**Question**

A layer of hydrogen, one atom per surface cell, lies on a thin slab of tin, cut from a body-centred tetragonal form with one atom per lattice point, not from ordinary white tin. It is moved straight up or down while the tin is held fixed. The table gives the energy and the force on H along the surface normal, positive when H is pushed away from the slab. At the lowest energy the nearest Sn is 1.90 Å from H but stands 1.5 Å to its side; two more stand about 2.2 Å away sideways, on the opposite side.

H on a rigid three-layer Sn(101) slab, one H per surface cell (3.235 × 3.413 Å, angle 118.3°), computed with Ansatz 0.2.0: plane-wave PAW, PBEsol, scalar-relativistic, no spin polarisation, cutoff 420 eV, k mesh 10×10×1, Gaussian smearing of 0.1 eV. Height is measured from the highest Sn atom; energies are extrapolated to zero smearing and counted from the lowest row.

| height (Å) | energy (eV) | force along normal (eV/Å) |
| --- | --- | --- |
| 0.619 | 0.509 | 1.730 |
| 0.869 | 0.153 | 1.036 |
| 1.169 | 0.000 | 0.007 |
| 1.469 | 0.126 | -0.795 |
| 1.869 | 0.570 | -1.319 |
| 2.369 | 1.241 | -1.247 |
| 3.169 | 1.952 | -0.530 |
| 4.169 | 2.236 | -0.124 |

(a) A chemical bond usually resists compression more steeply than stretching. Why is this well nearly symmetric close to its minimum, and why does its inner wall soften as H goes deeper?

(b) Why is the pull on H strongest well above the minimum?

(c) Can a process engineer take the last energy as the cost of removing H?

**Model answer**

(a) Moving H by 0.30 Å costs 0.153 eV downwards and 0.126 eV upwards, a small difference. Further in, the wall even becomes softer. The force grows by 1.029 eV/Å over the first 0.30 Å of descent, or 3.4 eV/Å per ångström, but by only 0.694 eV/Å over the next 0.25 Å, or 2.8.

The reason is that H leans on its neighbours from the side. Picture a bead on a vertical rod, tied by a spring to a peg beside the rod. When the bead is near the level of the peg, sliding it hardly changes the length of the spring, and most of the spring's force points sideways. The computed forces lean the same way, though less than a single peg would give: at the lowest height H is pushed sideways with 2.4 eV/Å but upwards with only 1.7, and at 0.869 Å the two are about equal, 1.052 and 1.036. The picture ends where the bond weakens on stretching, since an ideal spring never does.

Let $h$ be the height, $d$ the sideways distance to a Sn atom and $r=\sqrt{h^2+d^2}$ the length of the contact. A small lift changes this length by only the fraction $h/r$ of the lift. For the nearest Sn the fraction is 0.61 at the minimum and 0.38 at the lowest height. The contact itself stiffens when squeezed, but height acts on it through an ever weaker lever. Near the minimum the two effects largely offset each other; deeper in, the weakening lever wins and the wall softens. With the same bond but a smaller sideways distance, the well should therefore be stiffer and more lopsided.

(b) At the minimum there is no pull. As H rises, the stretched contact at first pulls harder and the lever improves; later the bond gives way. A Morse curve in the contact length, combined with the lever, describes this:

$$E=D\,(1-x)^2,\qquad x=e^{-s(r-r_0)},$$

where $E$ is the energy and $r_0$ the contact length at the minimum. The depth $D=2.41$ eV and the decay constant $s=1.38$ Å$^{-1}$ were fitted to all eight energies. The pull is the slope with respect to height, $2Ds\,x(1-x)\,h/r$.

Take the height 1.869 Å, whose energy was part of the fit. The contact is 2.40 Å long, 0.49 Å more than at rest, so $x=e^{-1.38\times0.49}\approx0.51$. The pull is then $2\times2.41\times1.38\times0.51\times0.49\times0.78\approx1.3$ eV/Å, close to the 1.319 eV/Å in the table.

The product $x(1-x)$ is greatest at $x=1/2$, almost exactly here, and the growing lever moves the peak slightly outwards. The table agrees: between 1.869 and 2.369 Å the energy rises by $(1.241-0.570)/0.5=1.34$ eV/Å on average, more than the pull at either end. Beyond the peak the bond fades faster than the lever improves.

(c) No. A free hydrogen atom has an unpaired electron, and a calculation without spin places it too high by roughly 1 eV. The last energy, the fitted depth and the outer pull are therefore exaggerated, by an amount that is not known at each height. If the spin already matters near the strongest pull, that pull would be weaker and could lie closer to the slab; these runs cannot tell. Besides, H is still being pulled back at the last height, and a whole layer was lifted along a fixed line. Above all, hydrogen normally leaves a metal surface as H$_2$, and forming that molecule returns more than 2 eV per atom. That is expected to exceed the whole cost of freeing H from this slab once the spin is allowed for, so leaving as H$_2$ should release energy rather than cost it.

**Remarks on the reasoning**

The case for the slanted contact should rest on the region near the minimum, because the missing spin distorts the outer rows. A Morse curve in height alone, as for H directly above an atom, always stiffens on the inner side, so it cannot give the softening wall at all. It would also need a depth of very roughly 15 eV to combine the observed stiffness with so symmetric a well. That is more than twice the strength of even the strongest bonds to hydrogen. If a curve in height is instead fitted to all the rows, its typical energy error is 0.14 eV, against 0.02 eV for the slanted curve with equally many fitted constants.

A good energy curve does not identify the atom responsible. Using the two farther Sn atoms as partners fits just as well. The sideways force decides more: at the lowest height, a single contact to the nearest Sn that supplied the whole upward force would push sideways with $1.73\times1.50/0.619\approx4.2$ eV/Å. The calculation gives only 2.4, also directed away from that atom. The nearest Sn thus dominates sideways but does not act alone. A push from the two Sn on the opposite side reduces the sideways force and adds to the upward one. Suppose the forces act along the lines to these three atoms. Along the direction of the sideways force the farther pair is offset by the same 1.5 Å as the nearest atom, so the two computed components fix the split. The nearest Sn then supplies $(1+2.4/4.2)/2$, about four fifths, of the upward push, and the same share follows at 0.869 Å. This rests on the assumed directions and is not a computed partition. Nor is it one pair bond for all three atoms, since the fitted Morse curve would pull, not push, at the distance of the farther pair.

The printed analysis after this text gives the fits row by row.

The analysis program printed:

```
fit of energy on 8 rows: coefficient of (1-exp(-s*(height-h0)))**2 3.082 +/- 0.15, s 0.7163; rms 0.139, worst 2.369 -0.216, leave-one-out rms 0.367
fit of energy on 8 rows: coefficient of (1-exp(-s*(r1-r10)))**2 2.412 +/- 0.019, s 1.38; rms 0.0222, worst 3.169 -0.0387, leave-one-out rms 0.0463
fit of energy on 8 rows: coefficient of (1-exp(-s*(r2-r20)))**2 2.315 +/- 0.017, s 1.811; rms 0.0206, worst 0.619 -0.0396, leave-one-out rms 0.0301
Slanted contacts and model curves (Å, eV, eV/Å):
    row  near_HSn  lever_near  lever_far  E_upright  E_near   E_far  F_upright   F_near
  0.619     1.625      0.3809       0.27     0.7185  0.5306  0.4694      3.161    1.747
  0.869     1.736      0.5007     0.3663     0.1771  0.1642  0.1508      1.312    1.097
  1.169     1.904      0.6141      0.468          0       0       0          0        0
  1.469     2.101      0.6991      0.554     0.1152  0.1374  0.1366    -0.6887  -0.8457
  1.869     2.398      0.7794     0.6462     0.4792  0.5899  0.6035     -1.055   -1.297
  2.369     2.805      0.8445     0.7316      1.025   1.222   1.262     -1.078   -1.153
  3.169     3.507      0.9036     0.8205      1.786   1.913    1.94    -0.8024  -0.5861
  4.169     4.431      0.9408     0.8838      2.405   2.267   2.233    -0.4549  -0.1855
Vertical stiffness around the minimum, eV/Å^2: 3.052
Energy 0.30 Å below the minimum over energy 0.30 Å above it: 1.214
The same ratio in the near-contact model: 1.195
Depth an upright Morse curve would need for this stiffness and ratio, eV: 14.57
Mean pull between 1.869 and 2.369 Å, eV/Å: 1.342
Rms miss of the normal force, upright model, eV/Å: 0.5498
Rms miss of the normal force, near-contact model, eV/Å: 0.05336
Pull at 3.169 Å over pull at 4.169 Å: 4.274
The same ratio for an inverse-square law from the top atoms: 1.731
Share of upward push at 0.619 Å if the near Sn made all the sideways force: 0.5827
Share of upward push at 0.869 Å if the near Sn made all the sideways force: 0.5873
```
